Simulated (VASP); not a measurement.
A run of VASP 6.6.1 is set up as follows.

Contents of INCAR:

```
SYSTEM = Li2O
PREC = Accurate
ENCUT = 520
EDIFF = 1E-6
ISMEAR = 0
SIGMA = 0.02
LREAL = .FALSE.
LASPH = .TRUE.
NELM = 60
ALGO = Fast
ISIF = 2
LWAVE = .FALSE.
LCHARG = .FALSE.
GGA = PS
```

The input KPOINTS:

```
regular mesh
0
G
  8 8 8
  0 0 0
```

File POSCAR:

```
Li2O
1.0
    0.0000000000      2.3135000000      2.3135000000
    2.3135000000      0.0000000000      2.3135000000
    2.3135000000      2.3135000000      0.0000000000
Li O
2 1
Direct
    0.2500000000      0.2500000000      0.2500000000
    0.7500000000      0.7500000000      0.7500000000
    0.0000000000      0.0000000000      0.0000000000
```

Potentials or basis: VASP PAW PBE potentials, release 64 (Li_sv, O).

The run is started by

```bash
$ cat potpaw_PBE.64/Li_sv/POTCAR potpaw_PBE.64/O/POTCAR > POTCAR
$ mpirun -np 1 vasp_std > vasp.out
```

Task: Predict the band gap on the k mesh.

Result: 4.81 eV, indirect (least direct gap 5.13 eV).

 A k mesh can miss the band edges.
